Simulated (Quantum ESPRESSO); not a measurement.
Crystal: BAs.

```
As B
1.0
     0.00000    2.38850    2.38850
     2.38850    0.00000    2.38850
     2.38850    2.38850    0.00000
As B
1 1
Direct
  0.75000 0.75000 0.75000
  0.00000 0.00000 0.00000
```

```yaml
Program: Quantum ESPRESSO 7.5
Task: phonon dispersion
Functional: LDA
Potentials_or_basis: GBRV 1.5 LDA
Cutoff: 612 eV
Density_cutoff: 4898 eV
k_mesh: 6 × 6 × 6, shifted
Occupations: fermi-dirac, width 0.05 eV
Spin: no spin polarisation
Form_of_the_LDA_correlation: PZ81
Mixing_beta: 0.5
Most_SCF_iterations: 120
SCF_threshold: 4e-10 Ry
q_mesh: 2 × 2 × 2
```

The cell and the atoms were relaxed first, to 13.38 Å³/atom (a = 3.357 Å, b = 3.357 Å, c = 3.357 Å, α = 60.00°, β = 60.00°, γ = 60.00°), and the response was taken there.

The first run showed a gap, so the response started from a second, tighter run with fixed occupations.

Question: Is this structure dynamically stable at this level, and how far does the spectrum reach?

Answer: Yes, as far as this q mesh shows: no mode on the path is imaginary. The highest frequency is 741 cm⁻¹.

Phonon frequencies at the corners of the path (cm⁻¹, interpolated; i marks imaginary ones):
```csv
point,frequencies
Γ,0 0 0 702 702 706
X,191 191 322 641 641 741
W,210 239 291 642 685 700
K,177 243 299 652 660 718
L,138 138 313 678 678 712
U,177 243 299 652 660 718
```

Harmonic thermodynamics per atom at this volume (zero-point energy 82.5 meV, Debye temperature from the second moment 943 K):
| T (K) | free energy (meV) | entropy (k_B) | heat capacity Cv (k_B) |
| --- | --- | --- | --- |
| 50 | 82.4 | 0.09 | 0.26 |
| 100 | 81.3 | 0.45 | 0.81 |
| 200 | 74.0 | 1.24 | 1.52 |
| 298.15 | 60.4 | 1.95 | 2.03 |
| 500 | 15.7 | 3.14 | 2.55 |
| 800 | -82.9 | 4.41 | 2.81 |

Phonon states per cell in windows of 50 cm⁻¹ (negative: imaginary):
```csv
from (cm⁻¹),total,As,B
0,0.01,0.01,0.00
50,0.12,0.11,0.01
100,0.54,0.49,0.06
150,0.96,0.88,0.08
200,0.55,0.51,0.04
250,0.66,0.65,0.01
300,0.16,0.16,0.00
350,0.00,0.00,0.00
400,0.00,0.00,0.00
450,0.00,0.00,0.00
500,0.00,0.00,0.00
550,0.00,0.00,0.00
600,0.12,0.01,0.11
650,1.87,0.16,1.71
700,1.00,0.04,0.96
```

A q mesh this small can miss soft modes between its points.

Caveat: the q mesh is small, so phonon branches between its points and thermal values are rough.
